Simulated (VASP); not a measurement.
# GdN (Fm-3m) in VASP: notebook, part 2 of 2

VASP 6.6.1.

## 3. Single point, PBE+U, collinear spin, antiferromagnetic start

Contents of INCAR:

```
PREC     = Accurate       # precision mode
ENCUT    = 520            # plane-wave cutoff, eV
EDIFF    = 1E-6           # SCF threshold, eV
ISMEAR   = -1             # smearing method
SIGMA    = 0.05           # smearing width, eV
LREAL    = False          # projectors in reciprocal space
LASPH    = True           # aspherical terms in the spheres
NELM     = 300            # most SCF steps
ALGO     = All            # electronic algorithm
ISIF     = 2              # what is computed and relaxed
LWAVE    = False          # write WAVECAR
LCHARG   = False          # write CHGCAR
ISPIN    = 2              # spin polarisation
MAGMOM   = 7 -7 0 0       # initial moments
LORBIT   = 11             # projections on sites
LMAXMIX  = 6              # l up to which the mixer works
LDAU     = True           # DFT+U
LDAUTYPE = 2            
LDAUL    = 3 -1           # shell
LDAUU    = 6 0            # U, eV
LDAUJ    = 0 0          
LDAUPRINT= 1            
GGA      = PE             # functional
NBANDS   = 35             # bands
```

Contents of KPOINTS:

```
regular mesh
0
Gamma
  7 7 7
```

Contents of POSCAR:

```
GdN
1.0
    2.5050000000      2.5050000000      5.0100000000
    5.0100000000      2.5050000000      2.5050000000
    2.5050000000      5.0100000000      2.5050000000
Gd N
2 2
Direct
    0.0000000000      0.0000000000      0.0000000000
    0.5000000000      0.5000000000      0.5000000000
    0.2500000000      0.2500000000      0.2500000000
    0.7500000000      0.7500000000      0.7500000000
```

Potentials or basis: VASP PAW PBE potentials, release 64 (Gd, N).

Started as:

```console
$ cat potpaw_PBE.64/Gd/POTCAR potpaw_PBE.64/N/POTCAR > POTCAR
$ mpirun -np 1 vasp_std > vasp.out
```

OUTCAR:

```text
PREC = Accurate
   ENCUT = 520
   EDIFF = 1E-6
   ISMEAR = -1
   LREAL = False
   LASPH = True
   NELM = 300
   ISIF = 2
   ISPIN = 2
   LORBIT = 11
   GGA = PE

 ion  position               nearest neighbor table
   1  0.000  0.000  0.000-   4 2.50   4 2.50   4 2.50   3 2.50   3 2.50   3 2.50   2 3.54   2 3.54
                             2 3.54   2 3.54   2 3.54   2 3.54
   2  0.500  0.500  0.500-   3 2.50   3 2.50   3 2.50   4 2.50   4 2.50   4 2.50   1 3.54   1 3.54
                             1 3.54   1 3.54   1 3.54   1 3.54
   3  0.250  0.250  0.250-   1 2.50   1 2.50   1 2.50   2 2.50   2 2.50   2 2.50
   4  0.750  0.750  0.750-   2 2.50   2 2.50   2 2.50   1 2.50   1 2.50   1 2.50

  LATTYP: Found a trigonal (rhomboedric) cell.
 ALAT       =     6.1359718057
 COS(alpha) =     0.8333333333

  Lattice vectors:

 A1 = (   2.5050000000,   2.5050000000,   5.0100000000)
 A2 = (   5.0100000000,   2.5050000000,   2.5050000000)
 A3 = (   2.5050000000,   5.0100000000,   2.5050000000)

Analysis of symmetry for initial positions (statically):
=====================================================================
 Subroutine PRICEL returns following result:

  LATTYP: Found a face centered cubic cell.
 ALAT       =     5.0100000000
[... 12 lines left out ...]
 Subroutine GETGRP returns: Found 12 space group operations
 (whereof 12 operations were pure point group operations)
 out of a pool of 12 trial point group operations.

The static configuration has the point symmetry D_3d.

Analysis of symmetry for dynamics (positions and initial velocities):
=====================================================================
 Subroutine PRICEL returns following result:

  LATTYP: Found a face centered cubic cell.
 ALAT       =     5.0100000000
[... 12 lines left out ...]
 Subroutine GETGRP returns: Found 12 space group operations
[... 256 lines left out ...]
  ---------------------------------------------------
  ext. energy  EPLUGINS =         0.00000000
  ---------------------------------------------------
  free energy    TOTEN  =       -45.60984670 eV

  energy without entropy =      -45.60876877  energy(sigma->0) =      -45.60930773

 E-fermi :   3.7035     XC(G=0): -11.5028

 val. band max:        3.6275089261   @ k =   0.0000   0.0000   0.0000
 cond. band min:       3.8157395061   @ k =  -0.4286  -0.4286   0.1429
 fundamental gap:      0.1882305800
 Fermi energy:         3.7035089280

 spin component 1

 k-point     1 :       0.0000    0.0000    0.0000
  band No.  band energies     occupation
      1     -39.9934      1.00000
      2     -36.8663      1.00000
      3     -17.7410      1.00000
      4     -17.0766      1.00000
      5     -17.0766      1.00000
      6     -15.3362      1.00000
[... 1817 lines left out ...]
     34       9.3809      0.00000
     35       9.5093      0.00000

 [... further k-points ...]

------------------------ aborting loop because EDIFF is reached ----------------------------------------

  FORCE on cell =-STRESS in cart. coord.  units (eV):
  Direction    XX          YY          ZZ          XY          YZ          ZX
  --------------------------------------------------------------------------------------
  -------------------------------------------------------------------------------------
  Total       -0.0773000     -0.0773000     -0.0773000      0.0235441      0.0235441      0.0235441
  in kB       -1.9697297     -1.9697297     -1.9697297      0.5999419      0.5999419      0.5999419
  external PRESSURE =      -1.9697297 kB  Pullay stress =       0.0000000 kB

 VOLUME and BASIS-vectors are now :
 -----------------------------------------------------------------------------
  energy-cutoff  :      520.00
  volume of cell :       62.88
      direct lattice vectors                 reciprocal lattice vectors
     2.505000000  2.505000000  5.010000000    -0.099800399 -0.099800399  0.299401198
     5.010000000  2.505000000  2.505000000     0.299401198 -0.099800399 -0.099800399
     2.505000000  5.010000000  2.505000000    -0.099800399  0.299401198 -0.099800399

 POSITION                                       TOTAL-FORCE (eV/Angst)
 -----------------------------------------------------------------------------------
      0.00000      0.00000      0.00000        -0.000000      0.000000      0.000000
      5.01000      5.01000      5.01000        -0.000000      0.000000     -0.000000
      2.50500      2.50500      2.50500         0.000000     -0.000000     -0.000000
      7.51500      7.51500      7.51500         0.000000      0.000000      0.000000
 -----------------------------------------------------------------------------------
    total drift:                               -0.000000     -0.000000      0.000000

  FREE ENERGIE OF THE ION-ELECTRON SYSTEM (eV)
  ---------------------------------------------------
  free  energy   TOTEN  =       -45.6098466976 eV

  energy  without entropy=      -45.6087689493  energy(sigma->0) =      -45.60930782

 total charge

# of ion       s       p       d       f       tot
--------------------------------------------------
    1        2.035   5.667   0.531   6.973  15.207
    2        2.035   5.667   0.531   6.973  15.207
    3        1.248   2.384   0.000   0.000   3.632
    4        1.248   2.384   0.000   0.000   3.632
--------------------------------------------------
tot          6.565  16.102   1.063  13.946  37.676

 magnetization (x)

# of ion       s       p       d       f       tot
--------------------------------------------------
    1       -0.005  -0.084   0.055   6.895   6.862
    2        0.005   0.084  -0.055  -6.895  -6.862
    3        0.000   0.000   0.000   0.000   0.000
    4        0.000   0.000   0.000   0.000   0.000
--------------------------------------------------
tot          0.000   0.000  -0.000   0.000   0.000
```

stdout:

```text
POSCAR found type information on POSCAR GdN
 POSCAR found :  2 types and       4 ions
 scaLAPACK will be used
 LDA part: xc-table for (Slater+PW92), standard interpolation
 POSCAR, INCAR and KPOINTS ok, starting setup
[... 100 lines left out ...]
 gam= 0.753 trial= 1.201  step=  1.3920 mean=  1.2007
 gam= 0.786 g(H,U,f)=  0.903E-05 0.532E-06 0.139E-08 ort(H,U,f) = 0.540E-06-0.259E-06-0.101E-08
 gam= 0.786 trial= 1.220  step=  1.5366 mean=  1.2198
 gam= 0.850 g(H,U,f)=  0.796E-05 0.175E-06 0.464E-10 ort(H,U,f) = 0.186E-06 0.134E-06 0.801E-10
 gam= 0.850 trial= 1.252  step=  1.6349 mean=  1.2515
 gam= 0.874 g(H,U,f)=  0.700E-05 0.113E-06 0.813E-09 ort(H,U,f) = 0.587E-06-0.198E-06-0.489E-09
 gam= 0.874 trial= 1.290  step=  1.6064 mean=  1.2899
 gam= 0.856 g(
```

It took 26 min on 1 thread of Intel Xeon Platinum 8259CL at 2.50GHz (Skylake/Cascade Lake), shared host; peak memory 0.67 GiB.

What came out:

```
Free energy                                           : -45.6098 eV
Pressure                                              : -0.2 GPa
Band gap on the k mesh                                : 0.19 eV
Net moment                                            : 0.00 μB per cell
Site moments                                          : Gd +6.86, -6.86; N +0.00 μB
Valence electrons inside the program's atomic spheres : Gd 15.21; N 3.63
```

Eigenvalues of the final occupation matrices:
| site | spin | trace | eigenvalues |
| --- | --- | --- | --- |
| site 1 f | 1 | 6.94 | 0.99 0.99 0.99 0.99 0.99 0.99 0.99 |
| site 1 f | 2 | 0.04 | 0.00 0.00 0.00 0.00 0.01 0.01 0.01 |
| site 2 f | 1 | 0.04 | 0.00 0.00 0.00 0.00 0.01 0.01 0.01 |
| site 2 f | 2 | 6.94 | 0.99 0.99 0.99 0.99 0.99 0.99 0.99 |

Caveat: spin-orbit coupling is left out, which moves the levels of the heavy elements; an odd mesh through Γ misses points on the zone boundary, where band edges often lie.
